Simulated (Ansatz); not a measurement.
# Si2Mo (I4/mmm) in Ansatz: further runs

The runs below take Si2Mo through elastic constants, single point, with PBEsol.

All numbers are computed with Ansatz 0.2.0; they aren't measurements. Logs are shortened: lines on timing, memory, paths and dates and some standing lists are left out, and cuts for length are marked.

### Step 1. The structure

The structure is tetragonal, space group I4/mmm (No. 139). The conventional cell has a = 3.200 Å, b = 3.200 Å, c = 7.861 Å, α = 90.00°, β = 90.00°, γ = 90.00°. Mo (site symmetry 4/mmm) is surrounded by 10 Si at 2.62 Å. Si (site symmetry 4mm) has 5 Si at 2.61 to 2.63 Å and 5 Mo at 2.62 Å as nearest neighbours.

### Step 2. Elastic constants, PBEsol

The input, input.yaml:

```yaml
crystal:
  lattice:
    - [-1.6, 1.6, 3.9305]
    - [1.6, -1.6, 3.9305]
    - [1.6, 1.6, -3.9305]
  atoms:
    - { symbol: Mo, position: [0.0, 0.0, 0.0] }
    - { symbol: Si, position: [0.667, 0.667, 0.0] }
    - { symbol: Si, position: [0.333, 0.333, 0.0] }
kpoints:
  mp_grid: { grid: [9, 9, 9] }
scf:
  occupations: { method: fermi_dirac, width: 0.05 }
hamiltonian:
  xc: pbesol
  pseudopotentials: { kind: all_electron, lapw: { basis_error: 0.002 } }
output:
  forces: true
  stress: true
elastic:
  mode: relaxed_ion
  stencil: two_point
```

Potentials or basis: all-electron LAPW, scalar-relativistic.

Run with:

```sh
$ ansatz run input.yaml --threads 2 --pin off --max-ram 8192MiB --backend cpu --events-out ev --progress --plain --runs-dir out
```

Standard output:

```text
Warning: RAYON_NUM_THREADS=2 ignored (pool sized by the plan → 2); use --threads N
LAPW: plane waves up to 7.599 Å⁻¹, error target 2.0e-3 eV per atom; small_component_spin mean_spin; Si in spheres of 1.135 Å, 12 of its electrons in bands, Dirac shells []; Mo in spheres of 1.403 Å, 24 of its electrons in bands, Dirac shells [] (how accurate: hamiltonian.pseudopotentials.lapw.basis_error, Limitations)
Engine: ansatz 0.2.0, aarch64-unknown-linux-gnu
Pseudopotentials: kind: all_electron
Pseudopotential: Mo, LAPW, valence charge 24, lapw/all_electron/scalar/gaussian/Mo, Koelling and Harmon's equation, gaussian nucleus
Pseudopotential: Si, LAPW, valence charge 12, lapw/all_electron/scalar/gaussian/Si, Koelling and Harmon's equation, gaussian nucleus
Functional definition: PBEsol
  exchange = pbesol_x
  correlation = pbesol_c
Crystal: 3 atoms, lattice volume = 40.248 Å³
Basis set: ecut = 220.0096376369469 eV, 309 PW (Γ), FFT grids on a1+a3, a2+a3, a3, exchange–correlation at level 2
Bands: 29, of which v1, the nominal top of the filled ones, is band 24 counted from 1 (23 counted from 0)
Symmetry: 16 space group operations
Space group: I4/mmm (ITA 139), of the structure as read, at distance tolerance 3.4e-5 Å
k-points: 75 of 729
Non-local potential: Mo, projectors of the file, none
Non-local potential: Si, projectors of the file, none
Initial density: superposition of atomic densities (chi_scale 0.1, normalization cell, long waves kept (reshape's long-wave potential 0.00 eV rms))
Initial wavefunctions: plane waves of lowest kinetic energy (no species holds an atomic orbital)
Functional: x = pbesol(κ = 0.804, μ = 0.12345679012345678), c = pbesol(β = 0.046)
iter 1 solved again at ethr=2.11e-3 eV; its pass at ethr=1.00e-1 eV (dr2=1.01e0 eV) is discarded
SCF iter   1: F=—  HF=-125877.914443 eV  |F-HF|=—  |Δ(HF+E_count)|=         —  Δρ=4.64e-2  dr2=1.01e0  ethr=2.11e-3  ⟨swp⟩=2.0  Hψ=14441  notcnv=0
preconditioner: auto → Kerker (q_TF=auto, 2.810 Å⁻¹)  [metal: Δε(μ)=0.030 eV  Ē_g=8.546 eV  σ=0.050 eV  W_gap=0.15  n_scr=14 (ndim 8)  ℏωp=21.9 eV  f_vac=0.000  D(μ)=0.67/eV (n_scr^D=2)]
SCF iter   2: F=—  HF=-125877.278494 eV  |F-HF|=—  |Δ(HF+E_count)|=   6.36e-1  Δρ=2.74e-2  dr2=5.71e-1  ethr=2.11e-3  ⟨swp⟩=3.0  Hψ=6774  notcnv=0
preconditioner: auto → none  [insulator: Δε(μ)=0.268 eV  Ē_g=8.203 eV  σ=0.050 eV  W_gap=0.73  n_scr=14 (ndim 8)  ℏωp=21.9 eV  f_vac=0.000  D(μ)=0.23/eV (n_scr^D=0)  ε∞_Penn≈8.1]
iter 3 solved again at ethr=7.81e-5 eV; its pass at ethr=1.19e-3 eV (dr2=3.75e-2 eV) is discarded
SCF iter   3: F=—  HF=-125877.055877 eV  |F-HF|=—  |Δ(HF+E_count)|=   2.23e-1  Δρ=1.21e-2  dr2=3.76e-2  ethr=7.81e-5  ⟨swp⟩=2.0  Hψ=10601  notcnv=0
SCF iter   4: F=—  HF=-125877.038175 eV  |F-HF|=—  |Δ(HF+E_count)|=         —  Δρ=3.00e-3  dr2=7.73e-3  ethr=7.81e-5  ⟨swp⟩=2.0  Hψ=6293  notcnv=0
the basis was enlarged: its passes take 172.2 KiB over the memory plan, 2 of 2 planned eigensolver slots
SCF iter   5: F=—  HF=-125877.035452 eV  |F-HF|=—  |Δ(HF+E_count)|=   2.72e-3  Δρ=4.88e-4  dr2=1.23e-4  ethr=1.61e-5  ⟨swp⟩=2.0  Hψ=6083  notcnv=0
SCF iter   6: F=—  HF=-125877.035367 eV  |F-HF|=—  |Δ(HF+E_count)|=   8.59e-5  Δρ=9.89e-5  dr2=4.50e-6  ethr=2.56e-7  ⟨swp⟩=2.5  Hψ=6120  notcnv=0
SCF iter   7: F=—  HF=-125877.035366 eV  |F-HF|=—  |Δ(HF+E_count)|=   7.12e-7  Δρ=1.10e-5  dr2=8.44e-8  ethr=9.38e-9  ⟨swp⟩=2.0  Hψ=6081  notcnv=0
SCF iter   8: F=—  HF=-125877.035366 eV  |F-HF|=—  |Δ(HF+E_count)|=   5.54e-8  Δρ=1.49e-6  dr2=6.82e-10  ethr=1.76e-10  ⟨swp⟩=2.2  Hψ=6098  notcnv=0
SCF iter   9: F=—  HF=-125877.035366 eV  |F-HF|=—  |Δ(HF+E_count)|=  8.59e-10  Δρ=3.84e-7  dr2=8.70e-11  ethr=3.76e-12 (applied; sched 1.42e-12)  ⟨swp⟩=2.6  Hψ=6165  notcnv=0
SCF iter  10: F=—  HF=-125877.035366 eV  |F-HF|=—  |Δ(HF+E_count)|=  1.02e-10  Δρ=5.04e-8  dr2=1.14e-12  ethr=3.63e-12 (applied; sched 1.00e-12)  ⟨swp⟩=2.0  Hψ=6081  notcnv=0
SCF iter  11: F=-125877.035366 eV  HF=-125877.035366 eV  |F-HF|=5.82e-11  |Δ(HF+E_count)|=  4.37e-11  Δρ=5.99e-9  dr2=1.43e-14  ethr=3.63e-12 (applied; sched 1.00e-12)  ⟨swp⟩=2.0  Hψ=6081  notcnv=0
SCF 1 converged in 11 iterations: F = -125877.035366 eV  dr2 = 1.43e-14
relax step   1: F+E_penalty+E_count = -125877.03536582 eV  Δ(F+E_penalty+E_count) = +0.000e0 eV  max|allowed force component| = 3.536e-1 eV/Å  Δτ_max = 0.0000 Å  (11 SCF iters, accepted)
Initial density: handed on by an earlier stage of this run
Initial wavefunctions: plane waves of lowest kinetic energy (no species holds an atomic orbital; no wavefunctions were taken with the density)
iter 1 solved again at ethr=8.25e-6 eV; its pass at ethr=1.00e-1 eV (dr2=3.96e-3 eV) is discarded
SCF iter   1: F=—  HF=-125877.043244 eV  |F-HF|=—  |Δ(HF+E_count)|=         —  Δρ=1.83e-3  dr2=3.93e-3  ethr=8.25e-6  ⟨swp⟩=3.6  Hψ=16475  notcnv=0
preconditioner: auto → Kerker (q_TF=auto, 2.810 Å⁻¹)  [metal: Δε(μ)=0.133 eV  Ē_g=8.270 eV  σ=0.050 eV  W_gap=0.44  n_scr=14 (ndim 8)  ℏωp=21.9 eV  f_vac=0.000  D(μ)=0.25/eV (n_scr^D=0)]
[... 363 lines left out ...]
  E_band       = -3325.164538
  E_kinetic    = 129903.572733
  E_xc         = -4423.278497
  E_electrostatic = -251357.334372  (all electrons and nuclei)
  E_smearing   = -0.002163  (= −TS)
  E_closure    = 0.000000  (closes the sum)
  E_atoms      = -125851.974525  (free atoms, spherical and without spin; not in F)
  Σ components = -125877.042299   (vs F -125877.042299, Δ=0.00e0)
  Basis errors (estimates in eV, not in F): energy 6.8e-4 per atom: plane waves 6.0e-4 (3.2e-4 summed), levels above the bands 4.8e-47, relativity 1.2e-8, radial functions 8.0e-5, core shells 2.1e-6; eigenvalues (radial functions only) 2.3e-6; not estimated: angular momenta, meshes, grids; target (lapw.basis_error) 2.0e-3; muffin-tin radii Si 1.135 Å, Mo 1.403 Å
--- Forces (eV/Å), atoms counted from 1 ---
  atom   1  Mo     0.00000000     0.00000000     0.00000000
  atom   2  Si     0.00000000     0.00000000    -0.00000094
  atom   3  Si     0.00000000     0.00000000     0.00000094
  max |Σ_I F_I| component: 1.08e-18 eV/Å
--- Stress (GPa, compression-positive) ---
       -1.938350       0.000000       0.000000
        0.000000      -1.938350      -0.000000
        0.000000      -0.000000      -3.231718
  P = ⅓ Tr σ = -2.3695 GPa (-23.695 kbar)
--- Band table (eV; the first three rows and the last of 75) ---
  k-point 0: bands = ["-199.3032", "-199.2825", "-199.2700", "-199.2621", "-199.2621", "-115.9971", "-115.9953", "-72.2866", "-72.2866", "-72.2823", "-72.2823", "-72.2747", "-72.2671", "-42.6037", "-16.7841", "-16.6983", "-16.6983", "4.6051", "11.6042", "14.5700", "14.9215", "15.4222", "15.4222", "18.4001", "21.1947", "21.2064", "21.5283", "21.5283", "22.0806"]
  k-point 1: bands = ["-199.3032", "-199.2825", "-199.2700", "-199.2621", "-199.2621", "-115.9970", "-115.9953", "-72.2867", "-72.2861", "-72.2830", "-72.2822", "-72.2744", "-72.2672", "-42.5994", "-16.7780", "-16.7283", "-16.7241", "4.9856", "11.9327", "13.6763", "14.5688", "15.0330", "16.3940", "17.1350", "20.3907", "21.3332", "21.6802", "21.6878", "22.5602"]
  k-point 2: bands = ["-199.3032", "-199.2825", "-199.2700", "-199.2621", "-199.2621", "-115.9968", "-115.9955", "-72.2870", "-72.2848", "-72.2847", "-72.2822", "-72.2738", "-72.2675", "-42.5884", "-16.7992", "-16.7891", "-16.7631", "6.0548", "12.4905", "12.9312", "13.1372", "15.4005", "15.4188", "16.5684", "20.6093", "21.4149", "21.7326", "21.7639", "22.6686"]
  k-point 74: bands = ["-199.3032", "-199.2825", "-199.2700", "-199.2621", "-199.2621", "-115.9966", "-115.9958", "-72.2869", "-72.2868", "-72.2821", "-72.2820", "-72.2717", "-72.2699", "-42.6009", "-16.8038", "-16.7308", "-16.6969", "6.6303", "8.0956", "14.1540", "15.5054", "17.0729", "17.1461", "17.4904", "17.6888", "19.0164", "23.0389", "23.4931", "23.8389"]
--- Elastic constants: 4 strain directions × 2 members + reference (group order 16) ---
  dense FFT box of the reference and of every strained cell: 16×16×24 on a1+a3, a2+a3, a3
  strains applied: 11, 33, 23, 12; error gains: componentwise 1.00 (the most a stress slope's error grows in a printed constant), spectral 1.41 (1 for all six strains in a standard setting)
  reference relaxed by the batch: 5 steps; max|allowed force component| 3.54e-1 eV/Å at the deck's positions, 1.04e-6 at the last accepted step, 9.43e-7 by the solve of record
  largest displacement 1.9e-2 Å; the constants are those of the deck's cell at these positions:
  atoms:
    - { symbol: Mo, position: [1.471164377710052e-19, 1.471164377710045e-19, -6.99810970189535e-34] }
    - { symbol: Si, position: [0.6645346279973269, 0.6645346279973269, 4.138523777795e-34] }
    - { symbol: Si, position: [0.33546537200267323, 0.33546537200267323, 2.859585924100351e-34] }
  C = ∂σ_k/∂η_j (tension-positive GPa; Voigt order 11 22 33 23 13 12):
       394.516    123.377     87.503      0.000     -0.000      0.000
       123.377    394.516     87.503      0.000     -0.000      0.000
        86.213     86.213    495.604     -0.000     -0.000     -0.000
         0.000      0.000     -0.000    199.396      0.000      0.000
        -0.000      0.000      0.000      0.000    199.396      0.000
        -0.000      0.000      0.000      0.000      0.000    186.644
  reference stress σ⁰ (GPa):      1.938      1.938      3.232      0.000     -0.000     -0.000
  no Pulay correction (none for the plane-wave cutoff is built on LAPW): the batch's stresses and constants are at fixed plane waves
  C* (energy form; C + prestress term) asymmetry max|C*_kj − C*_jk| = 2.789e-3 GPa — a small one proves nothing (zero by symmetry where the batch's group is 432, −43m or m−3m); a large one is finite-difference/SCF noise where every solve meets its electron count
  moduli (Voigt/Reuss/Hill, GPa): K = 208.76/207.96/208.36   G = 182.92/178.90/180.91   E = 420.91   ν = 0.163
  mechanically stable: yes (min eigenvalue of sym C = 186.64 GPa)
  the stresses are not corrected for the forces that the relaxations left standing (`elastic.f_tol`)
  where every solve meets its electron count the energy-path curvature estimates C_jj along a normal strain and C_jj − ¼(σ⁰_aa + σ⁰_bb) along a shear (ab), closely only under elastic.basis: deformed
  strain η (Voigt 11):  stress-route row diagonal C_11 = 394.52 GPa, energy-path curvature d²(F+E_count)/dδ²/Ω₀ = 394.41 GPa
         δ    σ_11 (GPa)             F (eV)   n_scf  n_hpsi   n_pw
    -2.000e-3       1.1456     -125877.0430744       2   28874    312   relax 2 steps, max|allowed force component| 3.63e-6 eV/Å
     2.000e-3       2.7236     -125877.0411279       2   28764    312   relax 3 steps, max|allowed force component| 8.97e-8 eV/Å
  strain η (Voigt 33):  stress-route row diagonal C_33 = 495.60 GPa, energy-path curvature d²(F+E_count)/dδ²/Ω₀ = 495.60 GPa
         δ    σ_33 (GPa)             F (eV)   n_scf  n_hpsi   n_pw
    -2.000e-3       2.2313     -125877.0436724       2   17312    312   relax 3 steps, max|allowed force component| 1.66e-6 eV/Å
     2.000e-3       4.2137     -125877.0404282       2   17322    312   relax 3 steps, max|allowed force component| 1.87e-6 eV/Å
  strain η (Voigt 23):  stress-route row diagonal C_44 = 199.40 GPa, energy-path curvature d²(F+E_count)/dδ²/Ω₀ = 198.11 GPa
         δ    σ_23 (GPa)             F (eV)   n_scf  n_hpsi   n_pw
    -2.000e-3      -0.3988     -125877.0421998       2   47294    312   relax 3 steps, max|allowed force component| 5.71e-6 eV/Å
     2.000e-3       0.3988     -125877.0421998       2   47273    312   relax 3 steps, max|allowed force component| 5.99e-6 eV/Å
  strain η (Voigt 12):  stress-route row diagonal C_66 = 186.64 GPa, energy-path curvature d²(F+E_count)/dδ²/Ω₀ = 185.67 GPa
         δ    σ_12 (GPa)             F (eV)   n_scf  n_hpsi   n_pw
    -2.000e-3      -0.3733     -125877.0422060       2   28849    312   relax 1 steps, max|allowed force component| 4.29e-5 eV/Å
     2.000e-3       0.3733     -125877.0422060       2   28835    312   relax 1 steps, max|allowed force component| 4.31e-5 eV/Å
```

It took 4.8 min on 2 threads of Arm Neoverse V2, shared host; peak memory 0.73 GiB.

What came out:

| Quantity | Value |
| --- | --- |
| Free energy | -125877.0423 eV |
| Pressure | -2.4 GPa |
| Band gap on the k mesh | none (metal or under the smearing width) |
| Voigt bulk modulus | 209 GPa |

Elastic tensor in Voigt notation (GPa, in the Cartesian axes of the cell as first typed):
```
395 123  88   0   0   0
123 395  88   0   0   0
 86  86 496   0   0   0
  0   0   0 199   0   0
  0   0   0   0 199   0
  0   0   0   0   0 187
```

Caveat: the k mesh is thin for a metal, which can move the energy by tens of meV per atom; a metal's response needs a denser mesh; elastic constants of metals need much finer meshes, so these are rough.

### Step 3. Single point, PBEsol, 12.61 Å³/atom (volume scaled by 0.94)

The input, input.yaml:

```yaml
crystal:
  lattice:
    - [-1.5673377739, 1.5673377739, 3.8502632003]
    - [1.5673377739, -1.5673377739, 3.8502632003]
    - [1.5673377739, 1.5673377739, -3.8502632003]
  atoms:
    - { symbol: Mo, position: [0.0, 0.0, 0.0] }
    - { symbol: Si, position: [0.667, 0.667, 0.0] }
    - { symbol: Si, position: [0.333, 0.333, 0.0] }
kpoints:
  mp_grid: { grid: [12, 12, 12] }
scf:
  occupations: { method: fermi_dirac, width: 0.05 }
hamiltonian:
  xc: pbesol
  pseudopotentials: { kind: all_electron, lapw: { basis_error: 0.001 } }
output:
  forces: true
  stress: true
  eigenvalues: true
```

Potentials or basis: all-electron LAPW, scalar-relativistic.

Run with:

```sh
$ ansatz run input.yaml --threads 2 --pin off --max-ram 8192MiB --backend cpu --events-out ev --progress --plain --runs-dir out
```

Wall time 26 s (2 threads of Arm Neoverse V2, shared host); peak memory 0.67 GiB.

The run converged. Its results:

```
Free energy            : -125876.9716 eV
Pressure               : 12.2 GPa
Largest force          : 0.228 eV/Å
Band gap on the k mesh : none (metal or under the smearing width)
```

### Step 4. Single point, PBEsol, 12.88 Å³/atom (volume scaled by 0.96)

input.yaml, as its differences from that of step 3:

```diff
@@ -2,5 +2,5 @@
   lattice:
-    - [-1.5673377739, 1.5673377739, 3.8502632003]
-    - [1.5673377739, -1.5673377739, 3.8502632003]
-    - [1.5673377739, 1.5673377739, -3.8502632003]
+    - [-1.5783757276, 1.5783757276, 3.8773786233]
+    - [1.5783757276, -1.5783757276, 3.8773786233]
+    - [1.5783757276, 1.5783757276, -3.8773786233]
   atoms:
```

Run with:

```sh
$ ansatz run input.yaml --threads 2 --pin off --max-ram 8192MiB --backend cpu --events-out ev --progress --plain --runs-dir out
```

It took 24 s on 2 threads of Arm Neoverse V2, shared host; peak memory 0.64 GiB.

The run converged. Its results:

- Free energy: -125877.0189 eV
- Pressure: 6.7 GPa
- Largest force: 0.263 eV/Å
- Band gap on the k mesh: none (metal or under the smearing width)

### Step 5. Single point, PBEsol, 13.15 Å³/atom (volume scaled by 0.98)

input.yaml, as its differences from that of step 4:

```diff
@@ -2,5 +2,5 @@
   lattice:
-    - [-1.5783757276, 1.5783757276, 3.8773786233]
-    - [1.5783757276, -1.5783757276, 3.8773786233]
-    - [1.5783757276, 1.5783757276, -3.8773786233]
+    - [-1.5892614214, 1.5892614214, 3.9041200105]
+    - [1.5892614214, -1.5892614214, 3.9041200105]
+    - [1.5892614214, 1.5892614214, -3.9041200105]
   atoms:
```

Run with:

```sh
$ ansatz run input.yaml --threads 2 --pin off --max-ram 8192MiB --backend cpu --events-out ev --progress --plain --runs-dir out
```

Wall time 23 s (2 threads of Arm Neoverse V2, shared host); peak memory 0.63 GiB.

Results (log left out):

```yaml
Free_energy: -125877.0400 eV
Pressure: 1.8 GPa
Largest_force: 0.295 eV/Å
Band_gap_on_the_k_mesh: none (metal or under the smearing width)
```

### Step 6. Single point, PBEsol, 13.42 Å³/atom

input.yaml, as its differences from that of step 5:

```diff
@@ -2,5 +2,5 @@
   lattice:
-    - [-1.5892614214, 1.5892614214, 3.9041200105]
-    - [1.5892614214, -1.5892614214, 3.9041200105]
-    - [1.5892614214, 1.5892614214, -3.9041200105]
+    - [-1.6, 1.6, 3.9305]
+    - [1.6, -1.6, 3.9305]
+    - [1.6, 1.6, -3.9305]
   atoms:
```

Potentials or basis: all-electron LAPW, scalar-relativistic.

Run with:

```sh
$ ansatz run input.yaml --threads 2 --pin off --max-ram 8192MiB --backend cpu --events-out ev --progress --plain --runs-dir out
```

Wall time 22 s (2 threads of Arm Neoverse V2, shared host); peak memory 0.63 GiB.

It converged, with:

| Item | Value |
| --- | --- |
| Free energy | -125877.0374 eV |
| Pressure | -2.7 GPa |
| Largest force | 0.326 eV/Å |
| Band gap on the k mesh | none (metal or under the smearing width) |

### Step 7. Single point, PBEsol, 13.68 Å³/atom (volume scaled by 1.02)

input.yaml, as its differences from that of step 6:

```diff
@@ -2,5 +2,5 @@
   lattice:
-    - [-1.6, 1.6, 3.9305]
-    - [1.6, -1.6, 3.9305]
-    - [1.6, 1.6, -3.9305]
+    - [-1.6105963353, 1.6105963353, 3.9565305599]
+    - [1.6105963353, -1.6105963353, 3.9565305599]
+    - [1.6105963353, 1.6105963353, -3.9565305599]
   atoms:
```

Run with:

```sh
$ ansatz run input.yaml --threads 2 --pin off --max-ram 8192MiB --backend cpu --events-out ev --progress --plain --runs-dir out
```

Run time: 22 s. Hardware: 2 threads of Arm Neoverse V2, shared host; peak memory 0.63 GiB.

Results (log left out):

| Item | Value |
| --- | --- |
| Free energy | -125877.0136 eV |
| Pressure | -6.7 GPa |
| Largest force | 0.355 eV/Å |
| Band gap on the k mesh | none (metal or under the smearing width) |

### Step 8. Single point, PBEsol, 13.95 Å³/atom (volume scaled by 1.04)

input.yaml, as its differences from that of step 7:

```diff
@@ -2,5 +2,5 @@
   lattice:
-    - [-1.6105963353, 1.6105963353, 3.9565305599]
-    - [1.6105963353, -1.6105963353, 3.9565305599]
-    - [1.6105963353, 1.6105963353, -3.9565305599]
+    - [-1.6210550461, 1.6210550461, 3.9822230367]
+    - [1.6210550461, -1.6210550461, 3.9822230367]
+    - [1.6210550461, 1.6210550461, -3.9822230367]
   atoms:
```

Run with:

```sh
$ ansatz run input.yaml --threads 2 --pin off --max-ram 8192MiB --backend cpu --events-out ev --progress --plain --runs-dir out
```

Run time: 22 s. Hardware: 2 threads of Arm Neoverse V2, shared host; peak memory 0.63 GiB.

It converged, with:

* Free energy: -125876.9708 eV
* Pressure: -10.3 GPa
* Largest force: 0.382 eV/Å
* Band gap on the k mesh: none (metal or under the smearing width)

### Step 9. Single point, PBEsol, 14.22 Å³/atom (volume scaled by 1.06)

input.yaml, as its differences from that of step 8:

```diff
@@ -2,5 +2,5 @@
   lattice:
-    - [-1.6210550461, 1.6210550461, 3.9822230367]
-    - [1.6210550461, -1.6210550461, 3.9822230367]
-    - [1.6210550461, 1.6210550461, -3.9822230367]
+    - [-1.6313805159, 1.6313805159, 4.0075881985]
+    - [1.6313805159, -1.6313805159, 4.0075881985]
+    - [1.6313805159, 1.6313805159, -4.0075881985]
   atoms:
```

Potentials or basis: all-electron LAPW, scalar-relativistic.

Run with:

```sh
$ ansatz run input.yaml --threads 2 --pin off --max-ram 8192MiB --backend cpu --events-out ev --progress --plain --runs-dir out
```

It took 22 s on 2 threads of Arm Neoverse V2, shared host; peak memory 0.63 GiB.

The run converged. Its results:

```yaml
Free_energy: -125876.9111 eV
Pressure: -13.4 GPa
Largest_force: 0.407 eV/Å
Band_gap_on_the_k_mesh: none (metal or under the smearing width)
```

### Step 10. The reference run

An earlier run on the cell as given: functional PBEsol; potentials or basis all-electron LAPW, scalar-relativistic; cutoff 223 eV (chosen from the basis error); basis error allowed 0.001 eV/atom; k mesh 12 × 12 × 12; occupations fermi-dirac, width 0.05 eV; no spin polarisation.

- Pressure: -2.7 GPa
- Largest force: 0.326 eV/Å
- Band gap on the k mesh: none (metal or under the smearing width)
